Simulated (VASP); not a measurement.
Wanted: the native input for a VASP 6.6.1 run.

```yaml
Task: single point
Functional: PBE
Potentials_or_basis: VASP PAW PBE potentials, release 64 (C)
Cutoff: 520 eV
k_mesh: 14 × 14 × 14
Occupations: gaussian, width 1 eV
Spin: no spin polarisation
Further_INCAR_settings: ALGO = Fast; EDIFF = 1e-07
```

The structure of C lies in POSCAR:

```
C                                       
1.0
    0.0000000000      1.7867116396      1.7867116396
    1.7867116396      0.0000000000      1.7867116396
    1.7867116396      1.7867116396      0.0000000000
  C             
     2
Direct
     0.0000000000000000    0.0000000000000000    0.0000000000000000
     0.2500000000000000    0.2500000000000000    0.2500000000000000
```

This isn't the form of C at room conditions, which is graphite.

The input as run:

INCAR

```
SYSTEM = C
  ALGO = Fast
  EDIFF = 1E-7
  ENCUT = 520
  GGA = PE
  ISIF = 2
  ISMEAR = 0
  LASPH = .TRUE.
  LCHARG = .FALSE.
  LREAL = .FALSE.
  LWAVE = .FALSE.
  NELM = 80
  PREC = Accurate
  SIGMA = 1.0
```

KPOINTS

```
k-points
0
G
  14 14 14
  0 0 0
```

Potentials or basis: VASP PAW PBE potentials, release 64 (C).

Command:

```console
$ cat potpaw_PBE.64/C/POTCAR > POTCAR
$ mpirun -np 1 vasp_std > vasp.out
```

Results of the run:

| Quantity | Value |
| --- | --- |
| Pressure | 0.0 GPa |
| Band gap on the k mesh | 4.12 eV, indirect (least direct gap 5.57 eV) |

It took 8 s on 1 thread of Intel(R) Xeon(R) Platinum 8488C (Sapphire Rapids), on a shared host, peak memory 0.12 GiB.
